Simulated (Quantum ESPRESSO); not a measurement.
**Sb in Quantum ESPRESSO: convergence with k mesh**

Crystal: Sb.

```
CELL_PARAMETERS angstrom
-1.87134 1.87134 1.87134
1.87134 -1.87134 1.87134
1.87134 1.87134 -1.87134
ATOMIC_POSITIONS crystal
Sb 0.00000 0.00000 0.00000
```

This isn't the form of Sb at room conditions, which is rhombohedral.

* Program: Quantum ESPRESSO 7.5
* Task: single point
* Functional: PBE
* Potentials or basis: PseudoDojo 0.4 SR PBE stringent
* Cutoff: 1361 eV
* Density cutoff: 5442 eV
* k mesh: 2 × 2 × 2
* Occupations: cold, width 0.05 eV
* Spin: no spin polarisation

These are the settings of the first run; the series varies k mesh, with any setting tied to it.

Hardware: 1 thread of Intel(R) Xeon(R) 6975P-C (Granite Rapids), with other jobs on the host.

| k mesh | energy less the tightest run, at zero smearing (meV/atom) | pressure (GPa) | SCF cycles | CPU time (s) | peak memory (GiB) |
| --- | --- | --- | --- | --- | --- |
| 2 × 2 × 2 | -100.18 | 7.02 | 6 | 1.6 | 0.05 |
| 3 × 3 × 3 | -312.65 | 5.46 | 6 | 1.7 | 0.05 |
| 4 × 4 × 4 | 90.48 | 0.20 | 6 | 2.8 | 0.06 |
| 6 × 6 × 6 | 72.28 | 3.49 | 6 | 4.8 | 0.06 |
| 8 × 8 × 8 | 26.23 | 2.04 | 6 | 8 | 0.07 |
| 9 × 9 × 9 | -14.80 | 2.59 | 6 | 9.5 | 0.08 |
| 10 × 10 × 10 | 21.17 | 3.38 | 6 | 13 | 0.09 |
| 12 × 12 × 12 | -4.17 | 2.80 | 6 | 18 | 0.11 |
| 14 × 14 × 14 | 0.00 | 2.53 | 6 | 27 | 0.14 |

Not settled before the last step: the energy (to 1 meV/atom), the pressure (to 0.1 GPa). Meshes of other sizes hit other points, so gaps and Fermi surfaces needn't settle smoothly. The tightest run that finished is the yardstick and may itself not be fully converged.

Spin-orbit coupling is left out, which matters for the levels of Sb.
